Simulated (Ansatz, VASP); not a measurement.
# Nb in VASP and in Ansatz

POSCAR

```
Nb
1.0
   -1.6220660000      1.6220660000      1.6220660000
    1.6220660000     -1.6220660000      1.6220660000
    1.6220660000      1.6220660000     -1.6220660000
Nb
1
Direct
    0.0000000000      0.0000000000      0.0000000000
```

INCAR.step1

```
PREC = Accurate
ENCUT = 520
ISMEAR = -1
SIGMA = 0.1069
LREAL = F
LASPH = T
NELM = 60
NBANDS = 12
GGA = PE
ALGO = Normal
EDIFF = 1E-4
LWAVE = T
LCHARG = F
```

INCAR.step2

```
PREC = Accurate
ENCUT = 520
EDIFF = 1E-6
ISMEAR = -1
SIGMA = 0.1069
LREAL = F
LASPH = T
NELM = 60
ALGO = Normal
ISIF = 2
LWAVE = F
LCHARG = T
METAGGA = R2SCAN
LMIXTAU = T
LELF = T
LVHAR = T
NBANDS = 12
ISTART = 1
```

The input KPOINTS:

```
regular mesh
0
Gamma
  8 8 8
```

Input for Ansatz:

```yaml
crystal:
  lattice:
    - [-1.622066, 1.622066, 1.622066]
    - [1.622066, -1.622066, 1.622066]
    - [1.622066, 1.622066, -1.622066]
  atoms:
    - { symbol: Nb, position: [0.0, 0.0, 0.0] }
  symmetry: { tolerance: 0.0003 }
kpoints:
  mp_grid: { grid: [8, 8, 8], shift: [0, 0, 0] }
magnetization:
  spin_polarized: false
scf:
  occupations: { method: fermi_dirac, width: 0.1069 }
hamiltonian:
  pseudopotentials: { kind: paw }
  xc: r2scan
basis:
  ecutwfc: 500
output:
  forces: true
  stress: true
  eigenvalues: true
```

The cell was built by a generator and needn't be a form met in nature.

Alike in both runs: task single point; functional r2SCAN; k mesh 8 × 8 × 8; occupations fermi-dirac, width 0.1069 eV; no spin polarisation.

|  | VASP | Ansatz |
| --- | --- | --- |
| version | VASP 6.6.1 | Ansatz 0.2.0 |
| potentials or method | VASP PAW PBE potentials, release 64 (Nb_sv) | PAW plane waves |
| plane-wave cutoff (eV) | 520 | 500 |
| valence electrons in the cell | 13 | 13 |

Ansatz gave:

* gap on the k mesh at the Fermi level (eV): none
* pressure (GPa): 11.3

**Question.** What did VASP give for the same quantities?

**Answer.** gap on the k mesh at the Fermi level (eV): none; pressure (GPa): 11.1.

A gap of «none» marks a metal or a gap that the smearing closes. With one functional, cell and mesh, what is left measures potentials, basis and numerics.

Caveats: the PAW data sets were made with another functional, which shifts forces and pressure a little (VASP).
